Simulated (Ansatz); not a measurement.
Write the native input for Ansatz 0.2.0 that does the following.

```yaml
Task: relaxation of cell and atoms
Functional: revPBE
Potentials_or_basis: Ansatz PAW
Cutoff: "420 eV (not typed: the program's choice for these potentials)"
k_mesh: 11 × 11 × 6
Occupations: fermi-dirac, width 0.05 eV
Spin: no spin polarisation
```

The system is Ru.

```
Ru
1.0
     2.70580    0.00000    0.00000
    -1.35290    2.34329    0.00000
     0.00000    0.00000    4.28190
Ru
2
Direct
  0.66667 0.33333 0.75000
  0.33333 0.66667 0.25000
```

The input as run:

input.yaml

```yaml
crystal:
  lattice:
    - [2.7058, 0.0, 0.0]
    - [-1.3529, 2.3432915376, 0.0]
    - [0.0, 0.0, 4.2819]
  atoms:
    - { symbol: Ru, position: [0.6666666667, 0.3333333333, 0.75] }
    - { symbol: Ru, position: [0.3333333333, 0.6666666667, 0.25] }
hamiltonian:
  xc: revpbe
  pseudopotentials: { kind: paw }
kpoints:
  mp_grid: { grid: [11, 11, 6] }
scf:
  occupations: { method: fermi_dirac, width: 0.05 }
output:
  forces: true
  stress: true
  eigenvalues: true
  write_density: true
  write_potential: true
  elf: true
  volumetric_format: npy
relax:
  f_tol: 0.01
  max_steps: 40
  cell: { stress_tol: 0.05 }
```

Potentials or basis: Ansatz PAW.

Launch:

```sh
$ ansatz run input.yaml --threads 2 --pin off --max-ram 5632MiB --backend cpu --events-out ev --progress --plain --runs-dir out
```

It gave:

The relaxed volume is 13.91 Å³/atom, the relaxed cell is a = 2.729 Å, b = 2.729 Å, c = 4.314 Å, α = 90.00°, β = 90.00°, γ = 120.00° and the space group after relaxing (to 0.05 Å) is P6_3/mmc (No. 194). The energy gained by relaxing is 7.9 meV/atom, the ionic steps are 5 and the pressure after relaxing is 0.0 GPa. The band gap on the k mesh is none (metal or under the smearing width).

Caveat: the plane-wave basis is chosen anew once the cell has moved, so the energies of steps on either side of that aren't comparable; the PAW data sets come from PBE, with cores solved anew for the run's functional, which leaves a small shift of forces and pressure.

Wall time 4.9 s on 2 threads of Arm Neoverse V2, on a shared host, peak memory 0.31 GiB.
